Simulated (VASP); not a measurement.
# VASP 6.6.1 run: MgO

INCAR

```
NSW = 0
ISMEAR = -1
NBANDS = 16
LASPH = .TRUE.
LWAVE = .FALSE.
LREAL = .FALSE.
NELM = 79
PREC = Accurate
LCHARG = .FALSE.
IBRION = -1
EDIFF = 1E-7
SIGMA = 0.02
GGA = PE
MAXMIX = 40
ENCUT = 520
ISIF = 2
```

KPOINTS

```
KPOINTS created by Atomic Simulation Environment
0
Gamma
12 12 6
0 0 0
```

POSCAR

```
Mg O
 1.0000000000000000
     3.2882172281021651   -0.0000000000288675    0.0000000000000000
    -1.6441086140260825    2.8476796527125590    0.0000000000000000
     0.0000000000000000    0.0000000000000000    5.2357409258000001
 Mg  O
   2   2
Cartesian
  0.0000000000166667  1.8984531017987500 -0.0241727014824673
  1.6441086140594163  0.9492265508849415  2.5936977614175327
  0.0000000000166667  1.8984531017987500  1.9875755486574671
  1.6441086140594163  0.9492265508849415  4.6054460115574676
```

The recommended PBE PAW datasets give the neutral cell 16 valence electrons.

Command

```
mpirun -np 1 vasp_std
```

**Question.** How does this run end, and what does it give?

**Answer.** It converged. Results: gap between bands v and c on the k mesh 3.47 eV; least direct gap on the k mesh 3.47 eV; pressure -0.7 GPa. Band v is the last that the valence electrons fill when counted band by band, and c is the next.

OSZICAR

```
N       E                     dE             d eps       ncg     rms          rms(c)
DAV:   1     0.627099302500E+02    0.62710E+02   -0.74101E+03  2432   0.879E+02
DAV:   2    -0.234549093269E+02   -0.86165E+02   -0.79377E+02  3368   0.194E+02
DAV:   3    -0.277837604763E+02   -0.43289E+01   -0.43177E+01  2840   0.456E+01
DAV:   4    -0.278022684275E+02   -0.18508E-01   -0.18508E-01  2984   0.351E+00
DAV:   5    -0.278023616599E+02   -0.93232E-04   -0.93232E-04  2872   0.239E-01    0.117E+01
DAV:   6    -0.235906526055E+02    0.42117E+01   -0.12628E+01  2432   0.262E+01    0.400E+00
DAV:   7    -0.235340475463E+02    0.56605E-01   -0.18726E-01  2464   0.345E+00    0.222E+00
DAV:   8    -0.235295051739E+02    0.45424E-02   -0.10336E-01  2552   0.348E+00    0.518E-01
DAV:   9    -0.235269636451E+02    0.25415E-02   -0.31437E-03  3064   0.514E-01    0.183E-01
DAV:  10    -0.235277529851E+02   -0.78934E-03   -0.16275E-03  2464   0.259E-01    0.283E-02
DAV:  11    -0.235277776519E+02   -0.24667E-04   -0.17195E-05  2928   0.268E-02    0.207E-02
DAV:  12    -0.235277780801E+02   -0.42827E-06   -0.10778E-05  2456   0.277E-02    0.147E-03
DAV:  13    -0.235277781305E+02   -0.50368E-07   -0.38837E-07  2864   0.396E-03
   1 F= -.23527778E+02 E0= -.23527778E+02  d E =-.467625E-11
```

Standard output (part)

```
POSCAR found type information on POSCAR MgO
 POSCAR found :  2 types and       4 ions
 LDA part: xc-table for (Slater+PW92), standard interpolation
 POSCAR, INCAR and KPOINTS ok, starting setup
 WAVECAR not read
 entering main loop
```

For comparison, a separate PBE run of the intended cell, on usual settings and not on those above, gives a gap of 3.47 eV on its mesh and a pressure of -0.7 GPa.
